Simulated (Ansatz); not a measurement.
Runs of Ansatz 0.2.0 on MgO. It takes space group Fm-3m (No. 225, cubic). Conventional cell: a = 4.194 Å, b = 4.194 Å, c = 4.194 Å, α = 90.00°, β = 90.00°, γ = 90.00°. Around Mg (site symmetry m-3m) lie 6 O at 2.10 Å. O (site symmetry m-3m) has 6 Mg at 2.10 Å as nearest neighbours. The cell is a database's computed one.

| task | level | potentials or basis | cell | k mesh | cutoff (eV) | smearing | basis error allowed | gap on the mesh (eV) | pressure (GPa) | relaxed volume (Å³/atom) |
| --- | --- | --- | --- | --- | --- | --- | --- | --- | --- | --- |
| single point | PBE | all-electron LAPW, scalar-relativistic | as given | 8 × 8 × 8 | 275 | fermi-dirac 0.03 eV | 0.003 eV/atom | 4.86 | 7.0 | - |
| Born charges and dielectric tensor | PBEsol | all-electron PAW datasets made for the crystal | as given | 11 × 11 × 11 | 400 | fixed | - | 4.76 | - | - |
| single point | PBE | all-electron LAPW, scalar-relativistic | as given | 11 × 11 × 11 | 316 | gaussian 0.018 eV | 0.001 eV/atom | 4.86 | 7.0 | - |
| band structure | revPBE | all-electron LAPW, scalar-relativistic | as given | 11 × 11 × 11 | 316 | fermi-dirac 0.05 eV | 0.001 eV/atom | 4.95 | 10.8 | - |
| single point | RPBE | all-electron LAPW, scalar-relativistic | as given | 11 × 11 × 11 | 317 | gaussian 0.05 eV | 0.001 eV/atom | 4.97 | 11.9 | - |
| band structure | PBEsol | all-electron LAPW, scalar-relativistic | as given | 11 × 11 × 11 | 316 | fermi-dirac 0.05 eV | 0.001 eV/atom | 4.76 | (a) | - |
| relaxation of cell and atoms | PBE+D4 | all-electron LAPW, scalar-relativistic | relaxed | 11 × 11 × 11 | - | fermi-dirac 0.05 eV | 0.001 eV/atom | 4.64 | 0.0 | 9.44 |
| relaxation of cell and atoms | RPBE+D3(BJ) | all-electron LAPW, scalar-relativistic | relaxed | 11 × 11 × 11 | - | fermi-dirac 0.05 eV | 0.001 eV/atom | (b) | 0.0 | 8.47 |
| single point | PBE | all-electron LAPW, scalar-relativistic | as given | 7 × 7 × 7 | 290 | fermi-dirac 0.02 eV | 0.002 eV/atom | 4.86 | 7.0 | - |
| relaxation of cell and atoms | BLYP | all-electron LAPW, scalar-relativistic | relaxed | 11 × 11 × 11 | - | fermi-dirac 0.05 eV | 0.001 eV/atom | 4.58 | 0.0 | 9.77 |
| elastic constants | PBE | all-electron LAPW, scalar-relativistic | as given | 8 × 8 × 8 | 339 | fermi-dirac 0.05 eV | 0.001 eV/atom | 4.86 | 7.0 | - |
| relaxation of cell and atoms | BLYP+D4 | all-electron LAPW, scalar-relativistic | relaxed | 11 × 11 × 11 | - | fermi-dirac 0.05 eV | 0.001 eV/atom | 4.95 | 0.0 | 9.40 |

Alike in all rows: no spin polarisation.

**Question.** Estimate the missing entries.

**Answer.** (a) 2.4; (b) 5.86.

Caveats: an odd mesh through Γ misses points on the zone boundary, where band edges often lie (some runs); the program warned that the printed levels may be off, so bands, gaps and densities of states are rough (some runs); the cell is more than 3 GPa from zero pressure, which shifts response properties (some runs).

The runs don't all hold the same shells in valence.
